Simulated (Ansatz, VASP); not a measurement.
SrCl2 in VASP and in Ansatz

```
Sr Cl
1.0
     2.08574    1.20420    6.13505
    -2.08574    1.20420    6.13505
     0.00000   -2.40841    6.13505
Sr Cl
1 2
Cartesian
  0.0000 0.0000 0.0037
  0.0000 0.0000 7.7812
  0.0000 0.0000 4.4852
```

Alike in both runs: task single point; functional r2SCAN; k mesh 6 × 6 × 6; no spin polarisation.

|  | VASP | Ansatz |
| --- | --- | --- |
| version | VASP 6.6.1 | Ansatz 0.2.0 |
| potentials or method | VASP PAW PBE potentials, release 64 (Sr_sv, Cl) | plane waves, PAW |
| plane-wave cutoff (eV) | 520 | 500 |
| occupations | gaussian, width 0.01 eV | fixed |
| valence electrons in the cell | 24 | 24 |

VASP gave:

* gap on the k mesh at the Fermi level (eV): 4.88

Problem. Estimate Ansatz's values.

Solution. gap on the k mesh at the Fermi level (eV): 4.87.

 A k mesh can miss the band edges. r2SCAN opens gaps a little over a GGA but as a rule still falls short of measured ones.
